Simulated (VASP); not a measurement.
**CdSe in VASP: one cell, several levels of theory**

What does VASP give for CdSe (CsCl type), the cell held fixed? Runs: PBE, r2SCAN, LDA, PBEsol, PBE+SOC. The results are then set beside those of Ansatz 0.2.0 for the same cell. This is a trial cell built on a prototype, not taken from a measured structure, and it needn't be the compound's ground state.

Program: VASP 6.6.1. PAW datasets, plane waves. The cell comes from a prototype generator: it can be a known phase or a hypothetical one. Spin polarisation is off.

## 1. The structure to begin with

The cell comes from an earlier relaxation with r2SCAN in another program.

It is cubic, Pm-3m (No. 221); a = 3.533 Å in the conventional setting, 22.05 Å³ an atom. Around Cd lie 8 Se at 3.06 Å; around Se lie 8 Cd at 3.06 Å.

The structure in full:

Space group Pm-3m (No. 221). a = 3.533 Å, b = 3.533 Å, c = 3.533 Å, α = 90.00°, β = 90.00°, γ = 90.00°
| atom | site | symmetry | x | y | z |
| --- | --- | --- | --- | --- | --- |
| Cd | 1a | m-3m | 0.0000 | 0.0000 | 0.0000 |
| Se | 1b | m-3m | 0.5000 | 0.5000 | 0.5000 |

## 2. PBE at this geometry

Input file INCAR:

```
ENCUT = 520.000000
SIGMA = 0.020000
EDIFF = 1.00e-07
GGA = PE
PREC = Accurate
IBRION = -1
ISIF = 2
ISMEAR = -1
NBANDS = 16
NELM = 120
NSW = 0
LASPH = .TRUE.
LCHARG = .TRUE.
LELF = .TRUE.
LWAVE = .FALSE.
LREAL = .FALSE.
```

Input file KPOINTS:

```
KPOINTS created by Atomic Simulation Environment
0
Gamma
8 8 8
0 0 0
```

Input file KPOINTS_OPT:

```
special points
5
Reciprocal
0.0000000000 0.0000000000 0.0000000000 1
0.0000000000 0.5000000000 0.0000000000 1
0.5000000000 0.5000000000 0.0000000000 1
0.5000000000 0.5000000000 0.5000000000 1
0.3000000000 0.5000000000 0.0000000000 1
```

Input file POSCAR:

```
Cd Se
 1.0000000000000000
     3.5331017259661111   -0.0000000000000000    0.0000000000000000
    -0.0000000000000000    3.5331017259661111    0.0000000000000000
     0.0000000000000000    0.0000000000000000    3.5331017259661111
 Cd  Se
   1   1
Cartesian
 -0.0000000000000000  0.0000000000000000 -0.0000000000000000
  1.7665508629830555  1.7665508629830555  1.7665508629830555
```

Potentials: the recommended PBE PAW datasets, 18 valence electrons in the neutral cell.

Run with:

```sh
mpirun -np 1 vasp_std
```

## 3. Single point with r2SCAN

Input file INCAR:

```
ENCUT = 520.000000
SIGMA = 0.020000
EDIFF = 1.00e-07
ALGO = Normal
METAGGA = R2SCAN
PREC = Accurate
IBRION = -1
ISIF = 2
ISMEAR = -1
NBANDS = 16
NELM = 120
NSW = 0
LASPH = .TRUE.
LCHARG = .FALSE.
LWAVE = .FALSE.
LREAL = .FALSE.
```

KPOINTS is that of step 2.

KPOINTS_OPT is that of step 2.

POSCAR is that of step 2.

## 4. LDA

INCAR, as its differences from that of step 3:

```diff
@@ -3,4 +3,3 @@
 EDIFF = 1.00e-07
-ALGO = Normal
-METAGGA = R2SCAN
+GGA = CA
 PREC = Accurate
```

KPOINTS is that of step 3.

KPOINTS_OPT is that of step 3.

POSCAR is that of step 3.

The run uses the recommended LDA PAW datasets (18 valence electrons a neutral cell).

## 5. PBEsol

INCAR, as its differences from that of step 4:

```diff
@@ -3,3 +3,3 @@
 EDIFF = 1.00e-07
-GGA = CA
+GGA = PS
 PREC = Accurate
```

KPOINTS is that of step 4.

KPOINTS_OPT is that of step 4.

POSCAR is that of step 4.

Potentials: the recommended PBE PAW datasets, 18 valence electrons in the neutral cell.

## 6. PBE+SOC

Input file INCAR:

```
ENCUT = 520.000000
SIGMA = 0.020000
EDIFF = 1.00e-07
GGA = PE
PREC = Accurate
IBRION = -1
ISIF = 2
ISMEAR = -1
NBANDS = 29
NELM = 120
NSW = 0
LASPH = .TRUE.
LCHARG = .FALSE.
LWAVE = .FALSE.
LSORBIT = .TRUE.
GGA_COMPAT = .FALSE.
LREAL = .FALSE.
MAGMOM = 0.0 0.0 0.0 0.0 0.0 0.0
```

KPOINTS is that of step 5.

KPOINTS_OPT is that of step 5.

POSCAR is that of step 5.

**Question.** What will these runs give? Wanted: for each run, gap; pressure; Ansatz: gap; Ansatz: pressure.

The runs gave:

| level | gap (eV) | pressure (GPa) | Ansatz: gap (eV) | Ansatz: pressure (GPa) |
| --- | --- | --- | --- | --- |
| PBE | -1.35 | 1.53 | -1.34 | 1.24 |
| r2SCAN | -1.24 | 0.11 | -1.21 | -0.23 |
| LDA | -1.35 | -4.53 | -1.35 | -4.93 |
| PBEsol | -1.36 | -2.37 | -1.36 | -2.68 |
| PBE+SOC | -1.28 | 1.54 | -1.29 | 1.23 |

A negative gap is an overlap of bands.

No gap over 0.02 eV opens at any of these levels. The PBE bands overlap with and without spin-orbit coupling. Leaving spin-orbit runs aside: The pressure is highest with PBE (1.5 GPa) and lowest with LDA (-4.5 GPa), which orders the cells that they would relax to. The two programs agree on the overlap of the bands within 0.04 eV. Datasets and cutoffs are each program's own. VASP's cell holds 18 valence electrons and Ansatz's 36. LDA means the Perdew–Zunger form in VASP and the Perdew–Wang form in Ansatz.
